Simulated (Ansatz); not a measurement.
## SrCl2 in Ansatz: convergence with ecutrho ratio

Input of the first run (ecutrho ratio 4); the others differ in this setting and in those tied to it:

input.yaml

```yaml
crystal:
  lattice:
    - [0.0, 3.48835, 3.48835]
    - [3.48835, 0.0, 3.48835]
    - [3.48835, 3.48835, 0.0]
  atoms:
    - { symbol: Sr, position: [0.0, 0.0, 0.0] }
    - { symbol: Cl, position: [0.75, 0.75, 0.75] }
    - { symbol: Cl, position: [0.25, 0.25, 0.25] }
hamiltonian:
  xc: pbe
  pseudopotentials: { kind: paw_fr }
magnetization:
  noncollinear: true
  spin_orbit: true
kpoints:
  mp_grid: { grid: [6, 6, 6] }
scf:
  occupations: { method: gaussian, width: 0.05 }
output:
  forces: true
  stress: true
  eigenvalues: true
basis:
  ecutrho_ratio: 4
```

Potentials or basis: Ansatz PAW.

Launch:

```sh
$ ansatz run input.yaml --threads 2 --pin off --max-ram 5632MiB --backend cpu --events-out ev --progress --plain --runs-dir out
```

Hardware: 2 threads of Arm Neoverse V2, with other jobs on the host.

```
ecutrho ratio  energy less the tightest run, at zero smearing (meV/atom)  SCF cycles  CPU time (s)  peak memory (GiB)
            4                                                       0.00           7           6.4               0.45
            5                                                       0.00           7           6.6               0.47
            6                                                       0.00           7           6.8               0.51
            8                                                       0.00           7             7               0.54
           10                                                       0.00           7           7.5               0.61
           12                                                       0.00           7           7.8                0.7
```

Against the tightest run, the energy stays within 1 meV/atom from 4 on. The tightest run that finished is the yardstick and may itself not be fully converged.
